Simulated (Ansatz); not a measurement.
# SnTe (Fm-3m) in Ansatz: convergence with xc grid

Aim: find how far xc grid must go before the results for SnTe settle, at PBE. This setting moves, with any that are tied to it; all else stays.

All numbers are computed with Ansatz 0.2.0; they aren't measurements. Logs are shortened: lines on timing, memory, paths and dates and some standing lists are left out, and cuts for length are marked.

### 1 The structure

The structure is cubic, space group Fm-3m (No. 225). Conventional cell: a = 6.302 Å, b = 6.302 Å, c = 6.302 Å, α = 90.00°, β = 90.00°, γ = 90.00°. Te (site symmetry m-3m) has 6 Sn at 3.15 Å as nearest neighbours. Around Sn (site symmetry m-3m) lie 6 Te at 3.15 Å.

### 2 With xc grid 1

File input.yaml:

```yaml
crystal:
  lattice:
    - [0.0, 3.15085, 3.15085]
    - [3.15085, 0.0, 3.15085]
    - [3.15085, 3.15085, 0.0]
  atoms:
    - { symbol: Te, position: [0.5, 0.5, 0.5] }
    - { symbol: Sn, position: [0.0, 0.0, 0.0] }
kpoints:
  mp_grid: { grid: [7, 7, 7] }
scf:
  occupations: { method: fermi_dirac, width: 0.05 }
hamiltonian:
  xc: pbe
  pseudopotentials: { kind: all_electron, lapw: { basis_error: 0.001 } }
output:
  forces: true
  stress: true
  eigenvalues: true
basis:
  xc_grid: 1
```

Potentials or basis: all-electron LAPW, scalar-relativistic.

Run with:

```console
> ansatz run input.yaml --threads 1 --pin off --max-ram 3072MiB --backend cpu --events-out ev --progress --plain --runs-dir out
```

The program printed:

```text
Warning: RAYON_NUM_THREADS=1 ignored (pool sized by the plan → 1); use --threads N
LAPW: plane waves up to 6.971 Å⁻¹, error target 1.0e-3 eV per atom; small_component_spin mean_spin; Sn in spheres of 1.592 Å, 22 of its electrons in bands, Dirac shells []; Te in spheres of 1.559 Å, 24 of its electrons in bands, Dirac shells [] (how accurate: hamiltonian.pseudopotentials.lapw.basis_error, Limitations)
Engine: ansatz 0.2.0, aarch64-unknown-linux-gnu
Pseudopotentials: kind: all_electron
Pseudopotential: Te, LAPW, valence charge 24, lapw/all_electron/scalar/gaussian/Te, Koelling and Harmon's equation, gaussian nucleus
Pseudopotential: Sn, LAPW, valence charge 22, lapw/all_electron/scalar/gaussian/Sn, Koelling and Harmon's equation, gaussian nucleus
Functional definition: PBE
  parameter kappa = 0.804
  parameter beta = 0.06672455060314922
  exchange = pbe_x(kappa = kappa, mu = beta*pi^2/3)
  correlation = pbe_c(beta = beta)
Crystal: 2 atoms, lattice volume = 62.562 Å³
Basis set: ecut = 185.144356732645 eV, 339 PW (Γ), exchange–correlation at level 1
Bands: 28, of which v1, the nominal top of the filled ones, is band 23 counted from 1 (22 counted from 0)
Symmetry: 48 space group operations
Space group: Fm-3m (ITA 225), of the structure as read, at distance tolerance 4.0e-5 Å
k-points: 20 of 343
Non-local potential: Te, projectors of the file, none
Non-local potential: Sn, projectors of the file, none
Initial density: superposition of atomic densities (chi_scale 0.1, normalization cell, long waves kept (reshape's long-wave potential 0.00 eV rms))
Initial wavefunctions: plane waves of lowest kinetic energy (no species holds an atomic orbital)
Functional: x = pbe(κ = 0.804, μ = 0.2195149727645171), c = pbe(β = 0.06672455060314922)
iter 1 solved again at ethr=4.44e-4 eV; its pass at ethr=1.00e-1 eV (dr2=2.04e-1 eV) is discarded
SCF iter   1: F=—  HF=-352974.407446 eV  |F-HF|=—  |Δ(HF+E_count)|=         —  Δρ=1.24e-2  dr2=2.04e-1  ethr=4.44e-4  ⟨swp⟩=2.7  Hψ=3592  notcnv=0
preconditioner: auto → none  [insulator: Δε(μ)=0.669 eV  Ē_g=17.508 eV  σ=0.050 eV  W_gap=1.00  n_scr=14 (ndim 8)  ℏωp=21.0 eV  f_vac=0.029  D(μ)=0.00/eV (n_scr^D=0)  ε∞_Penn≈2.4]
iter 2 solved again at ethr=1.68e-5 eV; its pass at ethr=4.44e-4 eV (dr2=7.73e-3 eV) is discarded
SCF iter   2: F=—  HF=-352974.361277 eV  |F-HF|=—  |Δ(HF+E_count)|=   4.62e-2  Δρ=3.90e-3  dr2=7.75e-3  ethr=1.68e-5  ⟨swp⟩=2.0  Hψ=2906  notcnv=0
SCF iter   3: F=—  HF=-352974.358975 eV  |F-HF|=—  |Δ(HF+E_count)|=   2.30e-3  Δρ=2.38e-3  dr2=4.37e-3  ethr=1.68e-5  ⟨swp⟩=2.0  Hψ=1666  notcnv=0
SCF iter   4: F=—  HF=-352974.360045 eV  |F-HF|=—  |Δ(HF+E_count)|=   1.07e-3  Δρ=1.02e-3  dr2=8.07e-4  ethr=9.49e-6  ⟨swp⟩=2.0  Hψ=1664  notcnv=0
SCF iter   5: F=—  HF=-352974.360160 eV  |F-HF|=—  |Δ(HF+E_count)|=   1.15e-4  Δρ=2.23e-4  dr2=3.88e-5  ethr=1.76e-6  ⟨swp⟩=2.0  Hψ=1664  notcnv=0
SCF iter   6: F=—  HF=-352974.360172 eV  |F-HF|=—  |Δ(HF+E_count)|=   1.28e-5  Δρ=2.52e-5  dr2=5.10e-7  ethr=8.44e-8  ⟨swp⟩=2.5  Hψ=1678  notcnv=0
SCF iter   7: F=-352974.360173 eV  HF=-352974.360173 eV  |F-HF|=8.15e-9  |Δ(HF+E_count)|=   2.25e-7  Δρ=3.17e-6  dr2=9.46e-9  ethr=1.11e-9  ⟨swp⟩=2.8  Hψ=1701  notcnv=0
SCF 1 converged in 7 iterations: F = -352974.360173 eV  dr2 = 9.46e-9
SCF converged after 7 iterations
Free energy (F): -352974.360173 eV
Harris-Foulkes:  -352974.360173 eV  (|F-HF|=8.15e-9)
Internal energy: -352974.360100 eV  (E = F + TS)
E sigma→0 (E₀):  -352974.360137 eV
Entropy (-TS):   -0.000072 eV (-0.036 meV/atom)
Fermi energy:    12.124104 eV
--- Per-component energies (eV) ---
  E_band       = -1841.738425
  E_kinetic    = 372041.585817
  E_xc         = -9288.845867
  E_electrostatic = -715727.100050  (all electrons and nuclei)
  E_smearing   = -0.000072  (= −TS)
  E_closure    = 0.000000  (closes the sum)
  E_atoms      = -352966.846133  (free atoms, spherical and without spin; not in F)
  Σ components = -352974.360173   (vs F -352974.360173, Δ=0.00e0)
  Basis errors (estimates in eV, not in F): energy 3.4e-4 per atom: plane waves 3.3e-4 (1.8e-4 summed), levels above the bands 2.2e-43, relativity 2.6e-8, radial functions 1.2e-5, core shells 6.1e-10; eigenvalues (radial functions only) 2.4e-6; not estimated: angular momenta, meshes, grids; target (lapw.basis_error) 1.0e-3; muffin-tin radii Sn 1.592 Å, Te 1.559 Å
--- Forces (eV/Å), atoms counted from 1 ---
  atom   1  Te     0.00000000     0.00000000     0.00000000
  atom   2  Sn    -0.00000000    -0.00000000    -0.00000000
  max |Σ_I F_I| component: 3.29e-31 eV/Å
--- Stress (GPa, compression-positive) ---
        2.231221       0.000000       0.000000
        0.000000       2.231221       0.000000
        0.000000       0.000000       2.231221
  P = ⅓ Tr σ = 2.2312 GPa (22.312 kbar)
--- Band table (eV; the first three rows and the last of 20) ---
  k-point 0: bands = ["-147.6571", "-117.8480", "-97.6957", "-97.6957", "-97.6957", "-73.6339", "-73.6339", "-73.6339", "-25.0300", "-25.0300", "-25.0260", "-25.0260", "-25.0260", "-9.8604", "-9.8604", "-9.8556", "-9.8556", "-9.8556", "-0.7605", "7.3693", "9.9015", "9.9015", "9.9015", "15.4015", "15.4015", "15.4015", "16.8215", "16.8215"]
  k-point 1: bands = ["-147.6571", "-117.8480", "-97.6957", "-97.6957", "-97.6957", "-73.6339", "-73.6339", "-73.6339", "-25.0299", "-25.0299", "-25.0259", "-25.0258", "-25.0258", "-9.8614", "-9.8614", "-9.8553", "-9.8544", "-9.8544", "-0.5896", "6.4859", "9.9321", "9.9321", "10.5102", "14.5663", "14.5663", "14.6052", "16.7725", "17.2399"]
  k-point 2: bands = ["-147.6571", "-117.8480", "-97.6957", "-97.6957", "-97.6957", "-73.6339", "-73.6339", "-73.6339", "-25.0299", "-25.0299", "-25.0257", "-25.0255", "-25.0255", "-9.8640", "-9.8640", "-9.8547", "-9.8515", "-9.8515", "-0.1216", "5.0159", "10.0438", "10.0438", "11.2584", "13.3395", "13.3395", "13.4095", "17.4617", "18.3913"]
  k-point 19: bands = ["-147.6571", "-117.8480", "-97.6957", "-97.6957", "-97.6957", "-73.6339", "-73.6339", "-73.6339", "-25.0301", "-25.0296", "-25.0257", "-25.0253", "-25.0248", "-9.8727", "-9.8613", "-9.8535", "-9.8507", "-9.8455", "0.8730", "4.5667", "7.0984", "7.8169", "10.8210", "13.2425", "16.1813", "17.0919", "17.3241", "18.5369"]
```

Wall time 5.4 s (1 thread of Arm Neoverse V1, shared host); peak memory 0.27 GiB.

What came out:

| Property | Result |
| --- | --- |
| Free energy | -352974.3602 eV |
| Pressure | 2.2 GPa |

### 3 With xc grid 2

Edit input.yaml of step 2 so:

```diff
@@ -20,2 +20,2 @@
 basis:
-  xc_grid: 1
+  xc_grid: 2
```

Potentials or basis: all-electron LAPW, scalar-relativistic.

Run with:

```console
> ansatz run input.yaml --threads 1 --pin off --max-ram 3072MiB --backend cpu --events-out ev --progress --plain --runs-dir out
```

It took 5.5 s on 1 thread of Arm Neoverse V1, shared host; peak memory 0.27 GiB.

What came out:

* Free energy: -352974.3602 eV
* Pressure: 2.2 GPa

### 4 With xc grid 3

Edit input.yaml of step 3 so:

```diff
@@ -20,2 +20,2 @@
 basis:
-  xc_grid: 2
+  xc_grid: 3
```

Run with:

```console
> ansatz run input.yaml --threads 1 --pin off --max-ram 3072MiB --backend cpu --events-out ev --progress --plain --runs-dir out
```

It took 5.8 s on 1 thread of Arm Neoverse V1, shared host; peak memory 0.27 GiB.

It converged, with:

| Quantity | Value |
| --- | --- |
| Free energy | -352974.3602 eV |
| Pressure | 2.2 GPa |

### 5 With xc grid 4

Edit input.yaml of step 4 so:

```diff
@@ -20,2 +20,2 @@
 basis:
-  xc_grid: 3
+  xc_grid: 4
```

Run with:

```console
> ansatz run input.yaml --threads 1 --pin off --max-ram 3072MiB --backend cpu --events-out ev --progress --plain --runs-dir out
```

It took 6.2 s on 1 thread of Arm Neoverse V1, shared host; peak memory 0.27 GiB.

Results (log left out):

* Free energy: -352974.3602 eV
* Pressure: 2.2 GPa

### 6 The series at a glance

```tsv
xc grid	energy less the tightest run, at zero smearing (meV/atom)	SCF cycles	CPU time (s)	peak memory (GiB)
1	0.00	7	5.4	0.27
2	0.00	7	5.5	0.27
3	0.00	7	5.8	0.27
4	0.00	7	6.2	0.27
```

Against the tightest run, the energy stays within 1 meV/atom from 1 on. The tightest run that finished is the yardstick and may itself not be fully converged.
